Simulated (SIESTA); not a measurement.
Crystal: PtSe2 (Sudovikovite).

```xyz
3
Lattice="3.7240 0.0000 0.0000 -1.8620 3.2251 0.0000 0.0000 0.0000 5.0620" Properties=species:S:1:pos:R:3 pbc="T T T"
Pt    0.0000    0.0000    0.0000
Se    1.8620    1.0750    3.7965
Se    0.0000    2.1501    1.2655
```

```yaml
Program: SIESTA 5.4.2
Task: relaxation of cell and atoms
Functional: LDA
Potentials_or_basis: PseudoDojo 0.4 standard (LDA files)
Basis: TZP (energy shift 0.002 Ry)
Grid_cutoff: 1200 Ry
Energy_shift: 0.002 Ry
k_mesh: 6 × 6 × 4
Occupations: fermi-dirac, width 0.05 eV
Spin: no spin polarisation
```

At the start: pressure 5.5 GPa; volume 20.27 Å³/atom.

Q: Where does the relaxation end?

A: Over 12 steps the energy falls by 27.6 meV/atom and the volume is 20.11 Å³/atom (-0.8 %); space group P-3m1 (No. 164, to 0.05 Å).

Step by step:
```tsv
step	energy change (eV)	largest force (eV/Å)	pressure (GPa)	volume (Å³)
1	0.0000	1.0008	5.45	60.80
2	-0.0422	0.6412	3.22	61.11
3	-0.0732	0.0592	-0.23	61.61
4	-0.0737	0.0464	-0.27	61.58
5	-0.0803	0.0554	0.02	60.59
6	-0.0621	0.2092	0.09	62.34
7	-0.0664	0.1715	-0.31	62.23
8	-0.0826	0.0253	-0.01	60.18
9	-0.0824	0.0210	-0.13	60.61
10	-0.0827	0.0113	0.07	60.19
11	-0.0828	0.0039	-0.03	60.40
12	-0.0828	0.0009	0.01	60.32
```

Final structure:
```
CELL_PARAMETERS angstrom
3.76105 0.00000 0.00000
-1.88052 3.25716 0.00000
0.00000 0.00000 4.92430
ATOMIC_POSITIONS crystal
Pt 0.00000 0.00000 0.00000
Se 0.66667 0.33333 0.73341
Se 0.33333 0.66667 0.26659
```

Caveat: semicore shells carry a single zeta, which can move pressures by several GPa and volumes by a few percent; the basis of atomic orbitals isn't converged, which shifts pressures, moduli and gaps.
